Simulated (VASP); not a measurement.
# TiC (Fm-3m) in VASP: further runs

The runs below take TiC through relaxation of cell and atoms, with PBE.

Everything below comes from runs of VASP 6.6.1. Logs are shortened: lines on timing, memory, paths and dates and some standing lists are left out, and cuts for length are marked.

## 1. The crystal as given

Symmetry: Fm-3m, No. 225, cubic system. Conventional cell: a = 4.319 Å, b = 4.319 Å, c = 4.319 Å, α = 90.00°, β = 90.00°, γ = 90.00°. Ti (site symmetry m-3m) has 6 C at 2.16 Å as nearest neighbours. C (site symmetry m-3m) has 6 Ti at 2.16 Å as nearest neighbours.

## 2. Relaxation of cell and atoms, PBE

INCAR

```
SYSTEM = TiC
PREC     = Accurate       ! precision mode
ENCUT    = 900            ! plane-wave cutoff, eV
EDIFF    = 1E-7           ! SCF threshold, eV
ISMEAR   = 0              ! smearing method
SIGMA    = 0.1            ! smearing width, eV
LREAL    = .False.        ! projectors in reciprocal space
LASPH    = .True.         ! aspherical terms in the spheres
NELM     = 60             ! most SCF steps
ALGO     = Normal         ! electronic algorithm
ISIF     = 3              ! what is computed and relaxed
LWAVE    = .False.        ! write WAVECAR
LCHARG   = .False.        ! write CHGCAR
GGA      = PE             ! functional
IBRION   = 2              ! ionic algorithm
NSW      = 80             ! ionic steps
EDIFFG   = -0.002         ! ionic threshold
```

KPOINTS

```
regular mesh
0
Gamma
  16 16 16
  0 0 0
```

POSCAR

```
TiC
1.0
    0.0000000000      2.1593000000      2.1593000000
    2.1593000000      0.0000000000      2.1593000000
    2.1593000000      2.1593000000      0.0000000000
Ti C
1 1
Direct
    0.0000000000      0.0000000000      0.0000000000
    0.5000000000      0.5000000000      0.5000000000
```

Potentials or basis: VASP PAW PBE potentials, release 64 (Ti_sv, C_h).

Run with:

```console
cat potpaw_PBE.64/Ti_sv/POTCAR potpaw_PBE.64/C_h/POTCAR > POTCAR
mpirun -np 1 vasp_std > vasp.out
```

OUTCAR:

```text
SYSTEM = TiC
   PREC = Accurate
   ENCUT = 900
   EDIFF = 1E-7
   ISMEAR = 0
   LREAL = .False.
   LASPH = .True.
   NELM = 60
   ISIF = 3
   GGA = PE
   IBRION = 2
   NSW = 80
   EDIFFG = -0.002

 ion  position               nearest neighbor table
   1  0.000  0.000  0.000-   2 2.16   2 2.16   2 2.16   2 2.16   2 2.16   2 2.16
   2  0.500  0.500  0.500-   1 2.16   1 2.16   1 2.16   1 2.16   1 2.16   1 2.16

  LATTYP: Found a face centered cubic cell.
 ALAT       =     4.3186000000

  Lattice vectors:

 A1 = (   0.0000000000,   2.1593000000,   2.1593000000)
 A2 = (   2.1593000000,   0.0000000000,   2.1593000000)
 A3 = (   2.1593000000,   2.1593000000,   0.0000000000)

Analysis of symmetry for initial positions (statically):
=====================================================================
 Subroutine PRICEL returns:
 Original cell was already a primitive cell.

 Routine SETGRP: Setting up the symmetry group for a
 face centered cubic supercell.

 Subroutine GETGRP returns: Found 48 space group operations
 (whereof 48 operations were pure point group operations)
 out of a pool of 48 trial point group operations.

The static configuration has the point symmetry O_h .

Analysis of symmetry for dynamics (positions and initial velocities):
=====================================================================
 Subroutine PRICEL returns:
 Original cell was already a primitive cell.

 Routine SETGRP: Setting up the symmetry group for a
 face centered cubic supercell.

 Subroutine GETGRP returns: Found 48 space group operations
 (whereof 48 operations were pure point group operations)
 out of a pool of 48 trial point group operations.

The dynamic configuration has the point symmetry O_h .

 Subroutine INISYM returns: Found 48 space group operations
 (whereof 48 operations are pure point group operations),
 and found     1 'primitive' translations

----------------------------------------------------------------------------------------

                                     Primitive cell

  volume of cell :      20.1358

  direct lattice vectors                    reciprocal lattice vectors
     0.000000000  2.159300000  2.159300000    -0.231556523  0.231556523  0.231556523
     2.159300000  0.000000000  2.159300000     0.231556523 -0.231556523  0.231556523
     2.159300000  2.159300000  0.000000000     0.231556523  0.231556523 -0.231556523

  length of vectors
     3.053711345  3.053711345  3.053711345     0.401067663  0.401067663  0.401067663

  position of ions in fractional coordinates (direct lattice)
     0.000000000  0.000000000  0.000000000
     0.500000000  0.500000000  0.500000000

  ion indices of the primitive-cell ions
   primitive index   ion index
                 1           1
                 2           2

----------------------------------------------------------------------------------------

 KPOINTS: regular mesh

Automatic generation of k-mesh.
 Grid dimensions read from file:
 generate k-points for:   16   16   16

 Generating k-lattice:

  Cartesian coordinates                     Fractional coordinates (reciprocal lattice)
    -0.014472283  0.014472283  0.014472283     0.062500000  0.000000000  0.000000000
     0.014472283 -0.014472283  0.014472283     0.000000000  0.062500000  0.000000000
     0.014472283  0.014472283 -0.014472283     0.000000000  0.000000000  0.062500000

  Length of vectors
     0.025066729  0.025066729  0.025066729

  Shift w.r.t. Gamma in fractional coordinates (k-lattice)
     0.000000000  0.000000000  0.000000000

 Subroutine IBZKPT returns following result:
 ===========================================

 Found    145 irreducible k-points:

 Following reciprocal coordinates:
            Coordinates               Weight
  0.000000  0.000000  0.000000      1.000000
  0.062500  0.000000  0.000000      8.000000
  0.125000  0.000000  0.000000      8.000000
  0.187500  0.000000  0.000000      8.000000
  0.250000  0.000000  0.000000      8.000000
  0.312500  0.000000  0.000000      8.000000
[... 16 lines left out ...]
 -0.125000  0.062500  0.000000     24.000000
 -0.062500  0.062500  0.000000     12.000000
 [... further k-points ...]
   k-points           NKPTS =    145   k-points in BZ     NKDIM =    145   number of bands    NBANDS=     12
   number of dos      NEDOS =    301   number of ions     NIONS =      2
   total plane-waves  NPLWV =  27000
   dimension x,y,z NGX =    30 NGY =   30 NGZ =   30
   dimension x,y,z NGXF=    60 NGYF=   60 NGZF=   60
   ions per type =               1   1
   NGX,Y,Z   is equivalent  to a cutoff of  16.33, 16.33, 16.33 a.u.
   NGXF,Y,Z  is equivalent  to a cutoff of  32.66, 32.66, 32.66 a.u.
 SYSTEM =  TiC
   PREC   = accura    normal or accurate (medium, high low for compatibility)
   ISTART =      0    job   : 0-new  1-cont  2-samecut
   ICHARG =      2    charge: 1-file 2-atom 10-const
   ISPIN  =      1    spin polarized calculation?
   LNONCOLLINEAR =      F non collinear calculations
   LSORBIT =      F    spin-orbit coupling
   LASPH  =      T    aspherical Exc in radial PAW
   ENCUT  =  900.0 eV  66.15 Ry    8.13 a.u.   7.47  7.47  7.47*2*pi/ulx,y,z
   NELM   =     60;   NELMIN=  2; NELMDL= -5     # of ELM steps
   EDIFF  = 0.1E-06   stopping-criterion for ELM
   LREAL  =      F    real-space projection
   EDIFFG = -.2E-02   stopping-criterion for IOM
   NSW    =     80    number of steps for IOM
   IBRION =      2    ionic relax: 0-MD 1-quasi-New 2-CG
   NFREE  =      1    steps in history (QN), initial steepest desc. (CG)
   ISIF   =      3    stress and relaxation
   ISYM   =      2    0-nonsym 1-usesym 2-fastsym
   POTIM  = 0.5000    time-step for ionic-motion
   TEBEG  =    0.0;   TEEND  =   0.0 temperature during run
   PSTRESS=    0.0 pullay stress
   NELECT =      16.0000    total number of electrons
   NUPDOWN=      -1.0000    fix difference up-down
   EMIN   =  10.00;   EMAX   =-10.00  energy-range for DOS
   EFERMI =   0.00;   METHOD = LEGACY
   ISMEAR =     0;   SIGMA  =   0.10  broadening in eV -4-tet -1-fermi 0-gaus
   EFERMI_NEDOS =   21; number of points for ismear=-14 and -15
   IALGO  =     38    algorithm
   IMIX   =      4    mixing-type and parameters
     AMIX     =   0.40;   BMIX     =  1.00
     AMIX_MAG =   1.60;   BMIX_MAG =  1.00
  volume/ion in A,a.u.               =      10.07        67.94
  Fermi-wavevector in a.u.,A,eV,Ry     =   1.516323  2.865436 31.283015  2.299237
  Thomas-Fermi vector in A             =   2.625728
   LORBIT       =      0    0 simple, 1 ext, 2 COOP (PROOUT), +10 PAW based schemes
   GGA     = PE    functional components
   LHFCALC =     F    Hartree Fock is set to
   AEXX    =    0.0000 exact exchange contribution
   IVDW    =     0    specifies the selected vdW correction
   LEPSILON=     F    determine dielectric tensor
   LRPA    =     F    only Hartree local field effects (RPA)
 conjugate gradient relaxation of ions
 non-spin polarized calculation
 Gauss-broadening in eV      SIGMA  =   0.10
  energy-cutoff  :      900.00
  volume of cell :       20.14
 maximum number of plane-waves:      1254
 NGX is ok and might be reduce to    30
   NGX = 15   NGY = 15   NGZ = 15

--------------------------------------- Ionic step        1  -------------------------------------------

 number of electron      16.0000000 magnetization

 Free energy of the ion-electron system (eV)
  ---------------------------------------------------
  ext. energy  EPLUGINS =         0.00000000
  ---------------------------------------------------
  free energy    TOTEN  =       -18.71365315 eV

  energy without entropy =      -18.71163685  energy(sigma->0) =      -18.71264500

------------------------ aborting loop because EDIFF is reached ----------------------------------------

  FORCE on cell =-STRESS in cart. coord.  units (eV):
  Direction    XX          YY          ZZ          XY          YZ          ZX
  --------------------------------------------------------------------------------------
  -------------------------------------------------------------------------------------
  Total        0.3274175      0.3274175      0.3274175      0.0000000      0.0000000      0.0000000
  in kB       26.0521495     26.0521495     26.0521495      0.0000000      0.0000000      0.0000000
  external PRESSURE =      26.0521495 kB  Pullay stress =       0.0000000 kB

 VOLUME and BASIS-vectors are now :
 -----------------------------------------------------------------------------
  energy-cutoff  :      900.00
  volume of cell :       20.14
      direct lattice vectors                 reciprocal lattice vectors
     0.000000000  2.159300000  2.159300000    -0.231556523  0.231556523  0.231556523
     2.159300000  0.000000000  2.159300000     0.231556523 -0.231556523  0.231556523
     2.159300000  2.159300000  0.000000000     0.231556523  0.231556523 -0.231556523
[... 37 lines left out ...]
 POSITION                                       TOTAL-FORCE (eV/Angst)
 -----------------------------------------------------------------------------------
      0.00000      0.00000      0.00000        -0.000000      0.000000      0.000000
      2.17635      2.17635      2.17635         0.000000     -0.000000     -0.000000
 -----------------------------------------------------------------------------------
    total drift:                               -0.000000      0.000000      0.000000

  FREE ENERGIE OF THE ION-ELECTRON SYSTEM (eV)
  ---------------------------------------------------
  free  energy   TOTEN  =       -18.7124550057 eV

  energy  without entropy=      -18.7103921270  energy(sigma->0) =      -18.71142357

--------------------------------------- Ionic step        3  -------------------------------------------

 number of electron      15.9999999 magnetization

 Free energy of the ion-electron system (eV)
  ---------------------------------------------------
  ext. energy  EPLUGINS =         0.00000000
  ---------------------------------------------------
  free energy    TOTEN  =       -18.71530741 eV

  energy without entropy =      -18.71327049  energy(sigma->0) =      -18.71428895

 E-fermi :   9.7295     XC(G=0): -12.7266

 val. band max:        9.7109727224   @ k =  -0.0625   0.0625   0.0000
 cond. band min:       9.7320261094   @ k =   0.1250   0.1250   0.0000
 fundamental gap:      0.0210533870
 Fermi energy:         9.7294861193

 k-point     1 :       0.0000    0.0000    0.0000
  band No.  band energies     occupation
      1     -46.8579      2.00000
      2     -22.8828      2.00000
      3     -22.8828      2.00000
      4     -22.8828      2.00000
      5      -2.6556      2.00000
      6      10.4286      0.00000
      7      10.4286      0.00000
      8      10.4286      0.00000
      9      11.4103      0.00000
     10      11.4103      0.00000
     11      11.4103      0.00000
     12      11.4452      0.00000

 k-point     2 :       0.0625    0.0000    0.0000
  band No.  band energies     occupation
      1     -46.8552      2.00000
      2     -22.9023      2.00000
      3     -22.8847      2.00000
      4     -22.8847      2.00000
      5      -2.5673      2.00000
      6       9.9847      0.00031
      7      10.2199      0.00000
      8      10.2199      0.00000
      9      10.7608      0.00000
     10      10.7608      0.00000
     11      11.6491      0.00000
     12      12.4319      0.00000
[... 316 lines left out ...]
 k-point    24 :      -0.0625    0.0625    0.0000
  band No.  band energies     occupation
      1     -46.8508      2.00000
      2     -22.9292      2.00000
      3     -22.8957      2.00000
      4     -22.8840      2.00000
      5      -2.4229      2.00000
      6       9.5179      1.99723
      7       9.7032      1.28977
      8       9.7110      1.20654
      9      10.5390      0.00000
     10      11.1124      0.00000
     11      11.9991      0.00000
     12      12.5543      0.00000

 [... further k-points ...]

------------------------ aborting loop because EDIFF is reached ----------------------------------------

  FORCE on cell =-STRESS in cart. coord.  units (eV):
  Direction    XX          YY          ZZ          XY          YZ          ZX
  --------------------------------------------------------------------------------------
  -------------------------------------------------------------------------------------
  Total       -0.0002031     -0.0002031     -0.0002031     -0.0000000      0.0000000     -0.0000000
  in kB       -0.0160003     -0.0160003     -0.0160003     -0.0000000      0.0000000     -0.0000000
  external PRESSURE =      -0.0160003 kB  Pullay stress =       0.0000000 kB

 VOLUME and BASIS-vectors are now :
 -----------------------------------------------------------------------------
  energy-cutoff  :      900.00
  volume of cell :       20.34
      direct lattice vectors                 reciprocal lattice vectors
     0.000000000  2.166638984  2.166638984    -0.230772179  0.230772179  0.230772179
     2.166638984  0.000000000  2.166638984     0.230772179 -0.230772179  0.230772179
     2.166638984  2.166638984  0.000000000     0.230772179  0.230772179 -0.230772179

 POSITION                                       TOTAL-FORCE (eV/Angst)
 -----------------------------------------------------------------------------------
      0.00000      0.00000      0.00000        -0.000000     -0.000000     -0.000000
      2.16664      2.16664      2.16664         0.000000      0.000000      0.000000
 -----------------------------------------------------------------------------------
    total drift:                               -0.000000      0.000000      0.000000

  FREE ENERGIE OF THE ION-ELECTRON SYSTEM (eV)
  ---------------------------------------------------
  free  energy   TOTEN  =       -18.7153074092 eV

  energy  without entropy=      -18.7132704938  energy(sigma->0) =      -18.71428895

 reached required accuracy - stopping structural energy minimisation
```

It took 94 s on 1 thread of Intel Xeon 6975P-C (Granite Rapids), shared host; peak memory 0.24 GiB.

Results:

```yaml
Free_energy: -18.7153 eV
Relaxed_volume: 10.17 Å³/atom
Relaxed_cell: a = 3.064 Å, b = 3.064 Å, c = 3.064 Å, α = 60.00°, β = 60.00°, γ = 60.00°
Space_group_after_relaxing_to_0.05_Å: Fm-3m (No. 225)
Energy_gained_by_relaxing: 0.8 meV/atom
Ionic_steps: 3
Pressure_after_relaxing: 0.0 GPa
Band_gap_on_the_k_mesh: none (metal or under the smearing width)
```

The path:
```csv
step,energy change (eV),largest force (eV/Å),pressure (GPa),volume (Å³)
1,0.0000,0.0000,2.61,20.14
2,0.0012,0.0000,-3.28,20.62
3,-0.0017,0.0000,0.00,20.34
```

Final structure:
```xyz
2
Lattice="0.0000 2.1666 2.1666 2.1666 0.0000 2.1666 2.1666 2.1666 0.0000" Properties=species:S:1:pos:R:3 pbc="T T T"
Ti    0.0000    0.0000    0.0000
C     2.1666    2.1666    2.1666
```

Levels at points of the mesh, in eV from the Fermi level:
| k point | band 4 | band 5 | band 6 | band 7 | band 8 | band 9 | band 10 | band 11 | band 12 |
| --- | --- | --- | --- | --- | --- | --- | --- | --- | --- |
| (0.00, 0.00, 0.00) | -32.61 | -12.39 | 0.70 | 0.70 | 0.70 | 1.68 | 1.68 | 1.68 | 1.72 |
| (0.50, 0.00, 0.00) | -32.66 | -8.91 | -5.83 | -2.88 | -2.88 | 2.92 | 2.92 | 4.09 | 8.14 |
| (0.50, 0.50, 0.00) | -32.78 | -10.10 | -3.42 | -1.60 | -0.03 | -0.03 | 2.71 | 3.51 | 3.51 |

Caveat: the cutoff is under 1.25 times the usual one of these potentials, so pressure, stress and relaxed cells hold a basis-set (Pulay) error. Zero-point motion and thermal expansion aren't in these numbers.

## 3. Relaxation of cell and atoms, PBE

This run uses another cell than the first one, of 10.17 Å³/atom, 1.010 times its volume.

INCAR is that of step 2.

KPOINTS is that of step 2.

POSCAR

```
TiC                                     
1.0
    0.0000000000      2.1666389837      2.1666389837
    2.1666389837      0.0000000000      2.1666389837
    2.1666389837      2.1666389837      0.0000000000
  Ti              C             
     1     1
Direct
     0.0000000000000000    0.0000000000000000    0.0000000000000000
     0.5000000000000000    0.5000000000000000    0.5000000000000000
```

Potentials or basis: VASP PAW PBE potentials, release 64 (Ti_sv, C_h).

Run with:

```console
cat potpaw_PBE.64/Ti_sv/POTCAR potpaw_PBE.64/C_h/POTCAR > POTCAR
mpirun -np 1 vasp_std > vasp.out
```

Wall time 40 s (1 thread of Intel Xeon 6975P-C (Granite Rapids), shared host); peak memory 0.24 GiB.

The run converged. Its results:

| Property | Result |
| --- | --- |
| Free energy | -18.7155 eV |
| Pressure after relaxing | 0.0 GPa |
| Band gap on the k mesh | none (metal or under the smearing width) |

Final structure:
```yaml
crystal:
  lattice:
    - [0.00000, 2.16664, 2.16664]
    - [2.16664, 0.00000, 2.16664]
    - [2.16664, 2.16664, 0.00000]
  atoms:
    - { symbol: Ti, position: [0.00000, 0.00000, 0.00000] }
    - { symbol: C, position: [0.50000, 0.50000, 0.50000] }
```

Levels at points of the mesh, in eV from the Fermi level:
| k point | band 4 | band 5 | band 6 | band 7 | band 8 | band 9 | band 10 | band 11 | band 12 |
| --- | --- | --- | --- | --- | --- | --- | --- | --- | --- |
| (0.00, 0.00, 0.00) | -32.61 | -12.39 | 0.70 | 0.70 | 0.70 | 1.68 | 1.68 | 1.68 | 1.72 |
| (0.50, 0.00, 0.00) | -32.66 | -8.91 | -5.83 | -2.88 | -2.88 | 2.92 | 2.92 | 4.09 | 8.14 |
| (0.50, 0.50, 0.00) | -32.78 | -10.10 | -3.42 | -1.60 | -0.03 | -0.03 | 2.71 | 3.51 | 3.51 |

Caveat: the cutoff is under 1.25 times the usual one of these potentials, so pressure, stress and relaxed cells hold a basis-set (Pulay) error; the relaxation stopped at its first step, so nothing moved.
